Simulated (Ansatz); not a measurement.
# Ni: one cell, many SCF starts, part 2 of 2

Wanted: the lowest electronic state of Ni in this cell. One SCF may end in a higher state, so several starts are tried. We look at Ni: its experimental structure (space group Fm-3m, primitive cell doubled), with 2 atoms per cell. Source: COD entry 9012427, which need not be the ambient phase.

Ansatz 0.2.0; DFT PBE, PAW, plane waves, scalar-relativistic.

### Step 6. Parallel moments scaled by 0.2, plain SCF

The COD entry's cell or inner coordinates are ideal or old and differ from later refinements, so a difference from it is no clean test against experiment.

Contents of input.yaml:

```yaml
crystal:
  lattice:
    - [0.0, -1.7584, -1.7584]
    - [-3.5168, -1.7584, -1.7584]
    - [0.0, 1.7584, -1.7584]
  atoms:
    - { symbol: Ni, position: [0.0, 0.0, 0.0], spin: 0.4 }
    - { symbol: Ni, position: [0.0, 0.5, 0.5], spin: 0.4 }
magnetization:
  spin_polarized: true
hamiltonian:
  xc: pbe
  pseudopotentials: { kind: paw }
basis:
  ecutwfc: 420
kpoints:
  mp_grid: { grid: [12, 7, 10] }
scf:
  occupations: { method: fermi_dirac, width: 0.1 }
  lower_state_search: "off"
output:
  forces: true
  stress: true
```

Started as:

```bash
ansatz run input.yaml --threads 2 --pin off --max-ram 5120MiB --backend cpu --events-out ev --progress --plain --runs-dir out
```

What it wrote, shortened:

```text
[... 11 lines as in an earlier run ...]
Bands: 23, of which v1, the nominal top of the filled ones, is band 18 counted from 1 (17 counted from 0)
[... 6 lines as in an earlier run ...]
Starting moments: Σ|m| = 0.8 μB on 2 of 2 sites
[... 2 lines as in an earlier run ...]
[...]
SCF iter   1: F=—  HF=-11679.457536 eV  |F-HF|=—  |Δ(HF+E_count)|=         —  Δρ=3.53e-2 (↑3.53e-2 ↓1.25e-2)  dr2=1.13e-1  dr2_m=7.56e-2  M=0.894 μB ∫|m|=0.923 μB  β_m=1.00  ethr=3.15e-4  ⟨swp⟩=1.0  Hψ=58712  notcnv=0
[...]
spin-set hold released at iteration 8 (site moments contracting): the magnetisation degrees of freedom join the quasi-Newton model from the next iteration; the mixer history was flushed
[...]
SCF iter  15: F=-11679.496982 eV  HF=-11679.496982 eV  |F-HF|=1.37e-9  |Δ(HF+E_count)|=   5.58e-8  Δρ=3.42e-6 (↑3.42e-6 ↓2.44e-6)  dr2=2.36e-9  dr2_m=5.30e-10  M=1.279 μB ∫|m|=1.454 μB  ethr=2.78e-10  ⟨swp⟩=3.1  Hψ=46680  notcnv=0
[...]
SCF converged after 15 iterations
Magnetization: 1.2791 μB (18.6395 up, 17.3605 down)
Absolute magnetization: 1.4560 μB (∫|ρ↑−ρ↓|, with the PAW one-centre terms)
Spin contamination: 0.0137 ħ² per cell (⟨S²⟩ above its minimum at these occupations)
Per-site moments (μB) at R_I (Å): [(0.6772425829111555, 1.0257856653317008), (0.6772425829111551, 1.0257856653317008)]
Free energy (F): -11679.496982 eV
[...]
E sigma→0 (E₀):  -11679.443832 eV
Entropy (-TS):   -0.106301 eV (-53.150 meV/atom)
Fermi energy:    18.190362 eV
[... 24 lines left out: energy terms, forces, stress ...]
```

It took 14 s on 2 threads of AMD EPYC 7R43 (Zen 3), shared host; peak memory 0.49 GiB.

This is the state of step 2 again (ferromagnetic), after 15 iterations.

### Step 7. Moments ++ scaled by 0.65, plain SCF

Edit input.yaml of step 6 so:

```diff
@@ -6,4 +6,4 @@
   atoms:
-    - { symbol: Ni, position: [0.0, 0.0, 0.0], spin: 0.4 }
-    - { symbol: Ni, position: [0.0, 0.5, 0.5], spin: 0.4 }
+    - { symbol: Ni, position: [0.0, 0.0, 0.0], spin: 1.3 }
+    - { symbol: Ni, position: [0.0, 0.5, 0.5], spin: 1.3 }
 magnetization:
@@ -23 +23,5 @@
   stress: true
+  write_density: true
+  write_potential: true
+  elf: true
+  volumetric_format: npy
```

Started as:

```bash
ansatz run input.yaml --threads 2 --pin off --max-ram 5120MiB --backend cpu --events-out ev --progress --plain --runs-dir out
```

What it wrote, shortened:

```text
[... 18 lines as in an earlier run ...]
Starting moments: Σ|m| = 2.6 μB on 2 of 2 sites
[... 2 lines as in an earlier run ...]
[...]
SCF iter   1: F=—  HF=-11679.334897 eV  |F-HF|=—  |Δ(HF+E_count)|=         —  Δρ=6.18e-2 (↑4.06e-2 ↓6.18e-2)  dr2=6.02e-2  dr2_m=5.04e-1  M=1.535 μB ∫|m|=1.641 μB  β_m=0.30  ethr=1.68e-4  ⟨swp⟩=1.0  Hψ=60754  notcnv=0
[...]
spin-set hold released at iteration 7 (site moments contracting): the magnetisation degrees of freedom join the quasi-Newton model from the next iteration; the mixer history was flushed
[...]
SCF iter  14: F=-11679.496982 eV  HF=-11679.496982 eV  |F-HF|=7.89e-10  |Δ(HF+E_count)|=   1.95e-8  Δρ=3.98e-6 (↑1.33e-6 ↓3.98e-6)  dr2=1.27e-9  dr2_m=5.84e-10  M=1.279 μB ∫|m|=1.454 μB  ethr=7.87e-12  ⟨swp⟩=4.8  Hψ=65463  notcnv=0
[...]
SCF converged after 14 iterations
Magnetization: 1.2791 μB (18.6395 up, 17.3605 down)
Absolute magnetization: 1.4560 μB (∫|ρ↑−ρ↓|, with the PAW one-centre terms)
Spin contamination: 0.0137 ħ² per cell (⟨S²⟩ above its minimum at these occupations)
Per-site moments (μB) at R_I (Å): [(0.6772463669937918, 1.0257856653317008), (0.6772463669937917, 1.0257856653317008)]
Free energy (F): -11679.496982 eV
[...]
E sigma→0 (E₀):  -11679.443832 eV
Entropy (-TS):   -0.106300 eV (-53.150 meV/atom)
Fermi energy:    18.190407 eV
[... 29 lines left out: energy terms, forces, stress, bands ...]
```

It took 16 s on 2 threads of AMD EPYC 7R43 (Zen 3), shared host; peak memory 0.52 GiB.

This is the state of step 2 again (ferromagnetic), after 14 iterations.

### Step 8. A moment on one site alone, plain SCF

Edit input.yaml of step 7 so:

```diff
@@ -6,4 +6,4 @@
   atoms:
-    - { symbol: Ni, position: [0.0, 0.0, 0.0], spin: 1.3 }
-    - { symbol: Ni, position: [0.0, 0.5, 0.5], spin: 1.3 }
+    - { symbol: Ni, position: [0.0, 0.0, 0.0] }
+    - { symbol: Ni, position: [0.0, 0.5, 0.5], spin: 2.0 }
 magnetization:
```

Started as:

```bash
ansatz run input.yaml --threads 2 --pin off --max-ram 5120MiB --backend cpu --events-out ev --progress --plain --runs-dir out
```

What it wrote, shortened:

```text
[... 18 lines as in an earlier run ...]
Starting moments: Σ|m| = 2 μB on 1 of 2 sites
[... 2 lines as in an earlier run ...]
SCF iter   1: F=—  HF=-11679.260120 eV  |F-HF|=—  |Δ(HF+E_count)|=         —  Δρ=1.14e-1 (↑1.14e-1 ↓3.68e-2)  dr2=2.20e0  dr2_m=8.61e-1  M=1.431 μB ∫|m|=1.537 μB  β_m=0.30  ethr=3.10e-3  ⟨swp⟩=4.8  Hψ=42703  notcnv=0
[...]
spin-set hold released at iteration 5 (the charge has settled, or the pull on large starting moments outlasts its swing): the magnetisation degrees of freedom join the quasi-Newton model from the next iteration; the mixer history was flushed
[...]
SCF iter  23: F=-11679.496982 eV  HF=-11679.496982 eV  |F-HF|=9.84e-9  |Δ(HF+E_count)|=   7.11e-9  Δρ=6.54e-6 (↑1.08e-6 ↓6.54e-6)  dr2=1.10e-8  dr2_m=1.72e-9  M=1.279 μB ∫|m|=1.454 μB  ethr=2.78e-10  ⟨swp⟩=6.9  Hψ=63396  notcnv=0
[...]
SCF converged after 23 iterations
Magnetization: 1.2791 μB (18.6395 up, 17.3605 down)
Absolute magnetization: 1.4561 μB (∫|ρ↑−ρ↓|, with the PAW one-centre terms)
Spin contamination: 0.0137 ħ² per cell (⟨S²⟩ above its minimum at these occupations)
Per-site moments (μB) at R_I (Å): [(0.6772591136682287, 1.0257856653317008), (0.6772389122208141, 1.0257856653317008)]
Free energy (F): -11679.496982 eV
[...]
E sigma→0 (E₀):  -11679.443832 eV
Entropy (-TS):   -0.106301 eV (-53.150 meV/atom)
Fermi energy:    18.190377 eV
[... 29 lines left out: energy terms, forces, stress, bands ...]
```

Run time: 18 s. Hardware: 2 threads of AMD EPYC 7R43 (Zen 3), shared host; peak memory 0.51 GiB.

Nothing new: the 23 iterations lead to the state found in step 2 (ferromagnetic).

### Step 9. Parallel moments, spin not held back in the first iterations, no switch to direct minimisation

Edit input.yaml of step 8 so:

```diff
@@ -6,3 +6,3 @@
   atoms:
-    - { symbol: Ni, position: [0.0, 0.0, 0.0] }
+    - { symbol: Ni, position: [0.0, 0.0, 0.0], spin: 2.0 }
     - { symbol: Ni, position: [0.0, 0.5, 0.5], spin: 2.0 }
@@ -20,2 +20,4 @@
   lower_state_search: "off"
+  algorithm: density_mixing
+  mixing: { spin_hold: "off" }
 output:
```

Started as:

```bash
ansatz run input.yaml --threads 2 --pin off --max-ram 5120MiB --backend cpu --events-out ev --progress --plain --runs-dir out
```

What it wrote, shortened:

```text
[... 18 lines as in an earlier run ...]
Starting moments: Σ|m| = 4 μB on 2 of 2 sites
[... 2 lines as in an earlier run ...]
[...]
SCF iter   1: F=—  HF=-11678.867857 eV  |F-HF|=—  |Δ(HF+E_count)|=         —  Δρ=1.25e-1 (↑1.13e-1 ↓1.25e-1)  dr2=2.05e-2  dr2_m=2.81e0  M=1.851 μB ∫|m|=1.996 μB  β_m=0.30  ethr=5.70e-5  ⟨swp⟩=1.0  Hψ=60808  notcnv=0
[...]
SCF iter  10: F=-11679.496982 eV  HF=-11679.496982 eV  |F-HF|=2.12e-9  |Δ(HF+E_count)|=   6.90e-9  Δρ=5.27e-6 (↑1.92e-6 ↓5.27e-6)  dr2=2.81e-9  dr2_m=8.12e-10  M=1.279 μB ∫|m|=1.454 μB  ethr=1.43e-11  ⟨swp⟩=4.8  Hψ=64854  notcnv=0
[...]
SCF converged after 10 iterations
Magnetization: 1.2791 μB (18.6395 up, 17.3605 down)
Absolute magnetization: 1.4560 μB (∫|ρ↑−ρ↓|, with the PAW one-centre terms)
Spin contamination: 0.0137 ħ² per cell (⟨S²⟩ above its minimum at these occupations)
Per-site moments (μB) at R_I (Å): [(0.677247660505657, 1.0257856653317008), (0.6772476605056568, 1.0257856653317008)]
Free energy (F): -11679.496982 eV
[...]
E sigma→0 (E₀):  -11679.443832 eV
Entropy (-TS):   -0.106300 eV (-53.150 meV/atom)
Fermi energy:    18.190416 eV
[... 29 lines left out: energy terms, forces, stress, bands ...]
```

Wall time 14 s (2 threads of AMD EPYC 7R43 (Zen 3), shared host); peak memory 0.52 GiB.

The run ends in the same state as step 2 (ferromagnetic); it took 10 iterations.

### Step 10. All ends together

```
step  iterations  state  moments of Ni1 Ni2 (μB)  total (μB)  gap (eV)  pressure (GPa)  above lowest (meV/atom)
   2          10      1                0.68 0.68        1.28      none             0.7                      0.0
   3          17      2                0.00 0.00        0.00      none            -0.3                     35.3
   4           6      2                0.00 0.00        0.00      none            -0.3                     35.3
   5          11      1                0.68 0.68        1.28      none             0.7                      0.0
   6          15      1                0.68 0.68        1.28      none             0.7                      0.0
   7          14      1                0.68 0.68        1.28      none             0.7                      0.0
   8          23      1                0.68 0.68        1.28      none             0.7                      0.0
   9          10      1                0.68 0.68        1.28      none             0.7                      0.0
```

States are numbered from the lowest. Starts by step: 2 parallel moments, plain SCF; 3 opposed moments +-, plain SCF; 4 no spin polarisation; 5 spin on, no moments given (the program may seed its own), plain SCF; 6 parallel moments scaled by 0.2, plain SCF; 7 moments ++ scaled by 0.65, plain SCF; 8 a moment on one site alone, plain SCF; 9 parallel moments, spin not held back in the first iterations, no switch to direct minimisation.

The 8 runs of this session took 96 s in all, from 4 s to 18 s each.

Decimal logarithm of the largest residual (eV) by iteration, counted through all cycles of a run (7 of the 8 runs):

```
iteration  step 2  step 3  step 4  step 5  step 6  step 7  step 8
        1     0.5     0.6    -3.7     0.8    -0.9    -0.3     0.3
        2     0.3     0.5    -4.3    -0.4    -1.6    -0.5     0.8
        3    -0.5    -0.6    -5.5    -0.6    -2.0    -0.8     0.2
        4    -2.6    -1.0    -6.7    -0.9    -2.3    -1.0     0.1
        5    -3.1    -2.0    -7.9    -2.7    -2.5    -1.2    -0.1
        7    -5.3    -3.7       -    -3.5    -2.9    -1.6     1.2
        9    -7.8    -4.0       -    -5.9    -2.7    -3.4    -0.7
       11       -    -6.7       -    -9.2    -2.2    -5.1    -2.2
       13       -    -8.5       -       -    -4.3    -7.4    -2.2
       15       -    -9.1       -       -    -8.6       -    -2.6
       17       -   -11.2       -       -       -       -    -4.2
       19       -       -       -       -       -       -    -5.3
       21       -       -       -       -       -       -    -6.2
       23       -       -       -       -       -       -    -8.0
```

### Step 11. Outcome

This closing draws on all 2 parts.

| quantity | value |
| --- | --- |
| distinct states | 2 from 8 converged runs |
| lowest state from plain starts | ferromagnetic |
| its moments | Ni1 0.68, Ni2 0.68 μB |
| total moment | 1.28 μB per cell |
| gap on the k-mesh | none |
| pressure | 0.7 GPa |
| largest force | 0.000 eV/Å |
| next state | non-magnetic, 35.3 meV/atom higher |

The 8 converged runs end in 2 distinct states. Switching spin polarisation off costs 35.3 meV/atom in free energy, smearing entropy included. These are lowest states among those tried, not proven ground states. The mesh has less symmetry than the lattice, which lowers the symmetry of the run.
